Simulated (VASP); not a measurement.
Here is a VASP 6.6.1 calculation.

File INCAR:

```
ALGO = Fast ; EDIFF = 1E-6
ENCUT = 520 ; GGA = PE
ISIF = 2 ; ISMEAR = 0
LASPH = T ; LCHARG = F
LREAL = F ; LWAVE = F
NBANDS = 14 ; NELM = 100
PREC = Accurate ; SIGMA = 0.1
```

Contents of KPOINTS:

```
k-points
0
Gamma
  6 6 6
```

The input POSCAR:

```
Li
1.0
    1.5467940430      0.8930419571      9.8063492148
   -1.5467940430      0.8930419571      9.8063492148
    0.0000000000     -1.7860839143      9.8063492148
Li
4
Direct
    0.1251574910      0.1251574910      0.1251574910
    0.8748425090      0.8748425090      0.8748425090
    0.2916783951      0.2916783951      0.2916783951
    0.7083216049      0.7083216049      0.7083216049
```

Potentials or basis: VASP PAW PBE potentials, release 64 (Li_sv).

Launch:

```sh
$ cat potpaw_PBE.64/Li_sv/POTCAR > POTCAR
$ mpirun -np 1 vasp_std > vasp.out
```

Problem. Predict the largest force.

Solution. 0.011 eV/Å.

Problem. Predict the band gap on the k mesh.

Solution. None (metal or under the smearing width).

Forces on the atoms (eV/Å):
```
Li   0.000  0.000 -0.011
Li   0.000  0.000  0.011
Li   0.000  0.000 -0.004
Li   0.000  0.000  0.004
```

Caveat: the k mesh is coarse (spacing up to 0.39 Å⁻¹), so the values aren't converged.
